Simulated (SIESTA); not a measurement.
## HfO2 in SIESTA: the effect of functional

Crystal: HfO2.

```xyz
12
Lattice="5.2195 0.0000 0.0000 0.0000 5.0048 0.0000 0.0000 0.0000 5.0327" Properties=species:S:1:pos:R:3 pbc="T T T"
Hf    5.0472    3.6661    3.7314
Hf    2.7820    3.6661    1.2151
Hf    2.4375    1.3387    3.7314
Hf    0.1723    1.3387    1.2151
O     3.2994    4.6477    4.4251
O     4.5298    4.6477    1.9087
O     1.2211    2.7020    2.4776
O     1.3886    2.7020    4.9939
O     3.9984    2.3028    4.9939
O     3.8308    2.3028    2.4776
O     0.6896    0.3571    4.4251
O     1.9201    0.3571    1.9087
```

Measurements of this composition are mostly on another form, of space group No. 14.

Alike in all runs:

```yaml
Program: SIESTA 5.4.2
Task: single point
Basis: DZP (energy shift 0.003 Ry; two zetas on semicore shells)
Grid_cutoff: 800 Ry
Energy_shift: 0.003 Ry
k_mesh: 4 × 4 × 4
Occupations: fermi-dirac, width 0.05 eV
Spin: no spin polarisation
```

```csv
functional,potentials or basis,gap on the mesh (eV),pressure (GPa),largest force (eV/Å)
LDA,PseudoDojo 0.4 standard (LDA files),4.16,-3.6,0.13
PBEsol,PseudoDojo 0.4 standard (PBEsol files),4.22,3.8,0.14
AM05,PseudoDojo 0.4 standard (PBEsol files),4.24,4.2,0.14
WC,PseudoDojo 0.4 standard (PBEsol files),4.23,4.2,0.14
PW91,PseudoDojo 0.4 standard (PBE files),4.31,11.8,0.18
revPBE,PseudoDojo 0.4 standard (PBE files),4.38,15.5,0.19
RPBE,PseudoDojo 0.4 standard (PBE files),4.40,16.7,0.20
BLYP,PseudoDojo 0.4 standard (PBE files),?,?,?
```

Question: What does the run with functional BLYP give?

Answer: gap on the mesh 4.34 eV; pressure 19.5 GPa; largest force 0.22 eV/Å.

Caveats: short orbitals over semicore shells can move pressures by several GPa; spin-orbit coupling is left out, which moves the levels of the heavy elements; the basis of atomic orbitals isn't converged, which shifts pressures, moduli and gaps; the potentials were made for another functional, which shifts forces and pressure (some runs); the real-space grid breaks translation symmetry, so forces needn't sum to zero (some runs).

A k mesh can miss the band edges.

Runs at the PBE level aren't shown here.
